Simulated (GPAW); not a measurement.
A calculation with GPAW 26.7.0 of P (native input, structure from a POSCAR):

File run.py:

```python
from ase.io import read
from gpaw import PW
from gpaw.dft import DFT

atoms = read('POSCAR')

dft = DFT(atoms,
          mode=PW(600),
          xc='PBE',
          kpts={'size': (9, 9, 9), 'gamma': True},
          occupations={'name': 'fermi-dirac', 'width': 0.05},
          nbands=13,
          convergence={'density': 1e-05, 'energy': 1e-05},
          maxiter=150,
          txt='gpaw.txt')
print(f'Energy: {dft.calculate_energy():.6f} eV')
print('Forces (eV/A):')
print(dft.calculate_forces().round(4))
print('Stress (eV/A^3):', dft.calculate_stress().round(6))
dft.write_gpw_file('gs.gpw')
```

Contents of POSCAR:

```
P
1.0
    1.7257251780      0.9963478961      3.1296800121
   -1.7257251780      0.9963478961      3.1296800121
    0.0000000000     -1.9926957921      3.1296800121
P
2
Direct
    0.7729197500      0.7729197500      0.7729197500
    0.2270802500      0.2270802500      0.2270802500
```

Potentials or basis: GPAW PAW data sets (gpaw-data 1.2.1), pw.

Launch:

```sh
$ OMP_NUM_THREADS=1 python run.py
```

This isn't the form of P at room conditions, which is orthorhombic.

Problem. Write the same calculation in another form: ASE script, structure typed inline.

Solution. As run:

File run.py:

```python
from ase import Atoms
from ase.dft.bandgap import bandgap
from ase.io import write
from ase.units import Bohr, GPa
from gpaw import GPAW, PW
from gpaw.elf import elf_from_dft_calculation

atoms = Atoms(['P', 'P'],
              cell=[[1.725725178, 0.9963478961, 3.1296800121],
                    [-1.725725178, 0.9963478961, 3.1296800121],
                    [0.0, -1.9926957921, 3.1296800121]],
              scaled_positions=[[0.77291975, 0.77291975, 0.77291975],
                                [0.22708025, 0.22708025, 0.22708025]],
              pbc=True)

calc = GPAW(mode=PW(600),
            xc='PBE',
            kpts={'size': (9, 9, 9), 'gamma': True},
            occupations={'name': 'fermi-dirac', 'width': 0.05},
            nbands=13,
            convergence={'density': 1e-05, 'energy': 1e-05},
            maxiter=150,
            txt='gpaw.txt')
atoms.calc = calc
energy = atoms.get_potential_energy()
forces = atoms.get_forces()
stress = atoms.get_stress()
calc.write('gs.gpw')
write('result.traj', atoms)
print(f'Energy: {energy:.6f} eV')
print('Forces (eV/A):')
print(forces.round(4))
print('Stress (GPa):', (stress / GPa).round(3))
print('Fermi level:', round(calc.get_fermi_level(), 4), 'eV')
print(f'Gap: {bandgap(calc)[0]:.4f} eV, direct: {bandgap(calc, direct=True)[0]:.4f} eV')

# fields on the real-space grid
write('density.cube', atoms, data=calc.get_pseudo_density() * Bohr**3)
write('potential.cube', atoms, data=calc.get_electrostatic_potential())
write('elf.cube', atoms, data=elf_from_dft_calculation(calc).data)
```

Potentials or basis: GPAW PAW data sets (gpaw-data 1.2.1), pw.

The run is started by

```console
$ OMP_NUM_THREADS=1 python run.py
```

Both were run:

|  | native input, structure from a POSCAR | ASE script, structure typed inline |
| --- | --- | --- |
| Pressure | 2.1 GPa | 2.1 GPa |
| Largest force | 0.268 eV/Å | 0.268 eV/Å |
| Band gap on the k mesh | none (metal or under the smearing width) | none (metal or under the smearing width) |

Keys that steer only the numerical path or the files written may differ.
